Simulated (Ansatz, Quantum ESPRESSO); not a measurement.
# Complex bands of LiH, rock salt type, lattice constant set to 3.802 Å, part 3 of 4

Wanted: the complex band structure of LiH, rock salt type, lattice constant set to 3.802 Å, as for a tunnel barrier.

Quantum ESPRESSO 7.5; plane-wave DFT, PBEsol, GBRV ultrasoft pseudopotentials; cross-check by Ansatz 0.2.0 with PAW datasets.

So far. Step 2 (Self-consistent run): The run needed 10 iterations to bring the estimated error under 1e-09 Ry.

### 4. Complex band structure, with epsproj = 0.001

Level of this step: complex band structure by pwcond; plane-wave DFT, PBEsol, GBRV ultrasoft pseudopotentials (Quantum ESPRESSO).

How much does a setting matter? One run is repeated with a change.

Input file cbs.w.in:

```
&inputcond
  outdir = './out'
  prefixl = 'scf'
  band_file = 'cbs.w'
  ikind = 0
  ewind = 4.0
  epsproj = 0.001
  nz1 = 7
  energy0 = 6.9
  denergy = -0.23
/
4
  0.00000000 0.00000000 1.00000000
  0.50000000 0.00000000 1.00000000
  0.50000000 0.50000000 1.00000000
  0.25000000 0.00000000 1.00000000
40
```

Started as:

```sh
$ OMP_NUM_THREADS=1 mpirun -n 2 pwcond.x -in cbs.w.in > cbs.w.out
```

Log:

```text
[banner, memory and clock lines left out]
Program PWCOND v.7.5 starts
[citation notice left out]

[...]
./out/scf.save/

     IMPORTANT: XC functional enforced from input :
     Exchange-correlation= PBESOL
                           (   1   4  10   8   0   0   0)
     Any further DFT definition will be discarded
     Please, verify this is what you really want

     Reading collected, re-writing distributed wavefunctions

===== INPUT FILE containing the left lead =====

     GEOMETRY:

     lattice parameter (alat)  =       5.0804  a.u.
     the volume                =     185.4398 (a.u.)^3
     the cross section         =      25.8102 (a.u.)^2
     l of the unit cell        =       1.4142 (alat)
     number of atoms/cell      =            4
     number of atomic types    =            2

     crystal axes: (cart. coord. in units of alat)
               a(1) = (  1.0000  0.0000  0.0000 )
               a(2) = (  0.0000  1.0000  0.0000 )
               a(3) = (  0.0000  0.0000  1.4142 )

   Cartesian axes

     site n.     atom                  positions (alat units)
          1        Li     tau(  1)=(  0.0000  0.0000  1.4142  )
          2        H      tau(  2)=(  0.5000  0.5000  1.4142  )
          3        Li     tau(  3)=(  0.5000  0.5000  0.7071  )
          4        H      tau(  4)=(  0.0000  0.0000  0.7071  )

     nr1s                      =           24
     nr2s                      =           24
     nr3s                      =           30
     nr1sx                     =           24
     nr2sx                     =           24
     nr3sx                     =           30
     nr1                       =           24
     nr2                       =           24
     nr3                       =           36
     nr1x                      =           24
     nr2x                      =           24
     nr3x                      =           36

 _______________________________
  Radii of nonlocal spheres:

     type       ibeta     ang. mom.          radius (alat units)
       Li         1         0                    0.3969
       Li         2         0                    0.3969
       Li         3         0                    0.3969
       Li         4         1                    0.3969
       Li         5         1                    0.3969
       H          1         0                    0.2367
       H          2         0                    0.2367
----- General information -----

----- Complex band structure calculation -----

     nrx                       =           24
     nry                       =           24
     nz1                       =            7

     energy0               =         6.9E+00
     denergy               =        -2.3E-01
     nenergy               =         40
     ecut2d                =         4.0E+01
     ewind                 =         4.0E+00
     epsproj               =         1.0E-03

     number of k_|| points=    4
                       cryst. coord.
        k(    1) = (   0.0000000   0.0000000), wk =   0.2500000
        k(    2) = (   0.5000000   0.0000000), wk =   0.2500000
        k(    3) = (   0.5000000   0.5000000), wk =   0.2500000
        k(    4) = (   0.2500000   0.0000000), wk =   0.2500000
----- Information about left lead -----

     nocros                   =           11
     noins                    =           11
     norb                     =           33
     norbf                    =           33
     nrz                      =           30

      iorb      type   ibeta   ang. mom.   m       position (alat)
        1        1       1        0        1   taunew(   1)=(  0.0000  0.0000  0.0000)
        2        1       2        0        1   taunew(   2)=(  0.0000  0.0000  0.0000)
[...]
33        2       2        0        1   taunew(  33)=(  0.5000  0.5000  1.4142)
    k slab    z(k)  z(k+1)     crossing(iorb=1,norb)
    1   0.0000 0.0471 0.0471   111111111110000000000000000000000
    2   0.0471 0.0943 0.0471   111111111110000000000000000000000
[...]
30   1.3671 1.4142 0.0471   000000000000000000000011111111111
 ngper, shell number =           89          15
 ngper, n2d =           89          19
---  E-Ef =    6.9000000  k =    0.0000000   0.0000000
---  ie =          1  ik =          1
 Nchannels of the left tip =            1
 Right moving states:
   k1(2pi/a)   k2(2pi/a)   E-Ef (eV)
   0.2900331  -0.0000000   6.9000000
 Left moving states:
   k1(2pi/a)   k2(2pi/a)   E-Ef (eV)
  -0.2900331  -0.0000000   6.9000000

---  E-Ef =    6.6700000  k =    0.0000000   0.0000000
---  ie =          2  ik =          1
 Nchannels of the left tip =            1
 Right moving states:
   k1(2pi/a)   k2(2pi/a)   E-Ef (eV)
   0.2787096  -0.0000000   6.6700000
 Left moving states:
   k1(2pi/a)   k2(2pi/a)   E-Ef (eV)
  -0.2787096  -0.0000000   6.6700000
[... further energies and points left out ...]
---  E-Ef =   -1.8400000  k =    0.2500000   0.0000000
---  ie =         39  ik =          4
 Nchannels of the left tip =            1
 Right moving states:
   k1(2pi/a)   k2(2pi/a)   E-Ef (eV)
  -0.2128700  -0.0000000  -1.8400000
 Left moving states:
   k1(2pi/a)   k2(2pi/a)   E-Ef (eV)
   0.2128699   0.0000000  -1.8400000

---  E-Ef =   -2.0700000  k =    0.2500000   0.0000000
---  ie =         40  ik =          4
 Nchannels of the left tip =            1
 Right moving states:
   k1(2pi/a)   k2(2pi/a)   E-Ef (eV)
  -0.2410424  -0.0000000  -2.0700000
 Left moving states:
   k1(2pi/a)   k2(2pi/a)   E-Ef (eV)
   0.2410423   0.0000000  -2.0700000

[...]
```

The job ended after 8.6 s (2 MPI ranks of Arm Neoverse N1, shared host; peak memory 0.09 GiB; 17 s of CPU time).

The changed values were drawn from a wide range, not chosen for quality; the comparison shows what they did here together.

Beside the run it was changed from:

```csv
quantity,this run,unchanged run,difference
peak of the smallest κ at the zone centre (Å⁻¹),0.132,0.132,0
"peak of the smallest κ at (1/2, 1/2) (Å⁻¹)",0.62,0.619,0.0010
wall time (s),8.6,18,
```

The physical values in this table move by up to 0.16 %.

### 5. Complex band structure, with nenergy = 0

Another try, with an input changed as a hurried user might.

Input file cbs.bad.in:

```
&inputcond
  outdir = './out'
  prefixl = 'scf'
  band_file = 'cbs.bad'
  ikind = 0
  ewind = 4.0
  epsproj = 1e-05
  nz1 = 7
  energy0 = 6.9
  denergy = -0.23
/
4
  0.00000000 0.00000000 1.00000000
  0.50000000 0.00000000 1.00000000
  0.50000000 0.50000000 1.00000000
  0.25000000 0.00000000 1.00000000
0
```

Started as:

```sh
$ OMP_NUM_THREADS=1 mpirun -n 2 pwcond.x -in cbs.bad.in > cbs.bad.out
```

Log:

```text
[banner, memory and clock lines left out]
Program PWCOND v.7.5 starts
[citation notice left out]

[...]
./out/scf.save/

     IMPORTANT: XC functional enforced from input :
     Exchange-correlation= PBESOL
                           (   1   4  10   8   0   0   0)
     Any further DFT definition will be discarded
     Please, verify this is what you really want

     Reading collected, re-writing distributed wavefunctions

===== INPUT FILE containing the left lead =====

     GEOMETRY:

     lattice parameter (alat)  =       5.0804  a.u.
     the volume                =     185.4398 (a.u.)^3
     the cross section         =      25.8102 (a.u.)^2
     l of the unit cell        =       1.4142 (alat)
     number of atoms/cell      =            4
     number of atomic types    =            2

     crystal axes: (cart. coord. in units of alat)
               a(1) = (  1.0000  0.0000  0.0000 )
               a(2) = (  0.0000  1.0000  0.0000 )
               a(3) = (  0.0000  0.0000  1.4142 )

   Cartesian axes

     site n.     atom                  positions (alat units)
          1        Li     tau(  1)=(  0.0000  0.0000  1.4142  )
          2        H      tau(  2)=(  0.5000  0.5000  1.4142  )
          3        Li     tau(  3)=(  0.5000  0.5000  0.7071  )
          4        H      tau(  4)=(  0.0000  0.0000  0.7071  )

     nr1s                      =           24
     nr2s                      =           24
     nr3s                      =           30
     nr1sx                     =           24
     nr2sx                     =           24
     nr3sx                     =           30
     nr1                       =           24
     nr2                       =           24
     nr3                       =           36
     nr1x                      =           24
     nr2x                      =           24
     nr3x                      =           36

 _______________________________
  Radii of nonlocal spheres:

     type       ibeta     ang. mom.          radius (alat units)
       Li         1         0                    0.3969
       Li         2         0                    0.3969
       Li         3         0                    0.3969
       Li         4         1                    0.3969
       Li         5         1                    0.3969
       H          1         0                    0.2367
       H          2         0                    0.2367
----- General information -----

----- Complex band structure calculation -----

     nrx                       =           24
     nry                       =           24
     nz1                       =            7

     energy0               =         6.9E+00
     denergy               =        -2.3E-01
     nenergy               =          0
     ecut2d                =         4.0E+01
     ewind                 =         4.0E+00
     epsproj               =         1.0E-05

     number of k_|| points=    4
                       cryst. coord.
        k(    1) = (   0.0000000   0.0000000), wk =   0.2500000
        k(    2) = (   0.5000000   0.0000000), wk =   0.2500000
        k(    3) = (   0.5000000   0.5000000), wk =   0.2500000
        k(    4) = (   0.2500000   0.0000000), wk =   0.2500000
----- Information about left lead -----

     nocros                   =           11
     noins                    =           11
     norb                     =           33
     norbf                    =           33
     nrz                      =           30

      iorb      type   ibeta   ang. mom.   m       position (alat)
        1        1       1        0        1   taunew(   1)=(  0.0000  0.0000  0.0000)
        2        1       2        0        1   taunew(   2)=(  0.0000  0.0000  0.0000)
[...]
33        2       2        0        1   taunew(  33)=(  0.5000  0.5000  1.4142)
    k slab    z(k)  z(k+1)     crossing(iorb=1,norb)
    1   0.0000 0.0471 0.0471   111111111110000000000000000000000
    2   0.0471 0.0943 0.0471   111111111110000000000000000000000
[...]
30   1.3671 1.4142 0.0471   000000000000000000000011111111111
 ngper, shell number =           89          15
 ngper, n2d =           89          40
 ngper, shell number =           82          20
 ngper, n2d =           82          40
 ngper, shell number =           80          11
 ngper, n2d =           80          44
 ngper, shell number =           80          35
 ngper, n2d =           80          40

[...]
```

Run time: 0.96 s. Hardware: 2 MPI ranks; peak memory 0.08 GiB; 1.8 s of CPU time.

The run finished, but its numbers are not taken as the system's. The fault: no energies.

(Part 3 of 4 ends here.)

[Logs are printed without paths, hosts, clocks, repeated set-up lines and the standing remarks that a program may print on its own settings, such as how far it seeks lower states.]

[Hosts, paths, dates, database ids (printed as entryN), source tags and the programs' standing remarks are cut or masked in the printed files.]

[Maps of the electrostatic potential energy from Ansatz leave out the sawtooth potential of an applied field or a dipole correction, so their vacuum need not be flat; planar profiles and work functions include it.]
